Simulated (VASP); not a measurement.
Crystal: BaS.

```
Ba S
1.0
     0.00000    3.19375    3.19375
     3.19375    0.00000    3.19375
     3.19375    3.19375    0.00000
Ba S
1 1
Direct
  0.00000 0.00000 0.00000
  0.50000 0.50000 0.50000
```

Base run:

| Quantity | Value |
| --- | --- |
| Program | VASP 6.6.1 |
| Functional | PW91 |
| Potentials or basis | VASP PAW PBE potentials, release 64 (Ba_sv, S) |
| Cutoff | 520 eV |
| k mesh | 7 × 7 × 7 |
| Occupations | fermi-dirac, width 0.05 eV |
| Spin | no spin polarisation |

Its results: band gap on the k mesh 2.15 eV, indirect (least direct gap 2.30 eV); pressure 1.3 GPa.

Q: After a change of settings the same cell gave: band gap on the k mesh 2.27 eV, indirect (least direct gap 2.42 eV); pressure 2.6 GPa. Which change was it?
A. functional from PW91 to rSCAN; further incar settings from ALGO = Normal; EDIFF = 1e-07 to ALGO = Normal; EDIFF = 1e-06
B. functional from PW91 to r2SCAN; further incar settings from ALGO = Normal; EDIFF = 1e-07 to ALGO = Normal; EDIFF = 1e-06
C. functional from PW91 to SCAN; further incar settings from ALGO = Normal; EDIFF = 1e-07 to ALGO = Normal; EDIFF = 1e-06; NBANDS = 15
D. functional from PW91 to revPBE; further incar settings from ALGO = Normal; EDIFF = 1e-07 to ALGO = Normal; EDIFF = 1e-07; NBANDS = 15

A: D.

Caveats: the PAW data sets were made with another functional, which shifts forces and pressure a little; spin-orbit coupling is left out, which moves the levels of the heavy elements.

Runs at the PBE level aren't shown here.
